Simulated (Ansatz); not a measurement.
Computed with DFT PBE, scalar-relativistic, plane waves, PAW (Ansatz). All cells share a 420 eV cutoff and Γ-centred k meshes spaced at most about 0.3 Å⁻¹ (about 0.25 or finer for metals, 2π included). No spin polarisation.

Each guess is relaxed in cell and atoms at zero pressure, on a coarse mesh first where it starts far from rest and then on a converged one. The steps can't lower the symmetry of the start, but it can rise. Energies are static (0 K, no zero-point motion).

Two unrelaxed guesses for Si5Ge:

A.

```yaml
crystal:
  lattice:
    - [5.03419, 0.00000, 0.00000]
    - [-2.51709, 4.35973, 0.00000]
    - [0.00000, 0.00000, 4.15976]
  atoms:
    - { symbol: Si, position: [0.33333, 0.66667, 0.00000] }
    - { symbol: Si, position: [0.66667, 0.33333, 0.00000] }
    - { symbol: Si, position: [0.50000, 0.00000, 0.50000] }
    - { symbol: Si, position: [0.50000, 0.50000, 0.50000] }
    - { symbol: Si, position: [0.00000, 0.50000, 0.50000] }
    - { symbol: Ge, position: [0.00000, 0.00000, 0.00000] }
```

B.

```yaml
crystal:
  lattice:
    - [2.00701, -5.89108, 0.00000]
    - [2.00701, 5.89108, 0.00000]
    - [0.00000, 0.00000, 4.00828]
  atoms:
    - { symbol: Si, position: [0.33658, 0.66342, 0.00000] }
    - { symbol: Si, position: [0.66342, 0.33658, 0.00000] }
    - { symbol: Si, position: [0.50000, 0.50000, 0.50000] }
    - { symbol: Si, position: [0.83417, 0.16583, 0.50000] }
    - { symbol: Si, position: [0.16583, 0.83417, 0.50000] }
    - { symbol: Ge, position: [0.00000, 0.00000, 0.00000] }
```

**Question.** Do they relax into the same structure? If not, which is lower?

**Answer.** No. B ends lower, by 42 meV/atom. A: P6/mmm at 15.2 Å³/atom → P6/mmm (CaCu5 type) at 16.6 Å³/atom; B: Cmmm at 15.8 Å³/atom → Cmmm at 15.6 Å³/atom. Counting Si atoms around Ge (those within 1.25 times the shortest such distance or 1.15 times the sum of covalent radii, 1.27 where that leaves under three; a plus sign parts nearer from farther groups; the shortest distance is added where it exceeds 1.18 times the sum of covalent radii), the end of A has Ge 6+12 from 2.9 Å and the end of B has Ge 4+8. End of A. Conventional cell: a = 4.938 Å, c = 4.708 Å. Si on a site of symmetry -6m2 has 9 Si at 2.75–2.85 Å and 3 Ge at 2.85 Å; around Si on a site of symmetry mmm lie 4 Si at 2.47 Å and 4 Si at 2.75 Å; Ge has 6 Si at 2.85 Å and 12 Si at 3.41 Å. End of B. Conventional cell: a = 3.717 Å, b = 13.404 Å, c = 3.766 Å. Around Si on a site of symmetry m2m lie 8 Si at 2.63–2.80 Å, 2 Ge at 3.05 Å and 2 Si at 3.07 Å; Si on a site of symmetry mmm is surrounded by 4 Ge at 2.65 Å, 4 Si at 2.88 Å and 4 Si at 3.07 Å; Ge has 4 Si at 2.65 Å and 8 Si at 2.90–3.05 Å; 1 more site not described.

Ends held by symmetry can be saddle points. Neither end is the lowest form computed: that has Si and Ge ordered on diamond sites, space group Imm2 (No. 44) and lies 0.52 eV/atom below the better end. Even the lowest of the cells shown lies +0.53 eV/atom against the elements. Some candidate types were left out of the draw beforehand, so a known form may be missing.
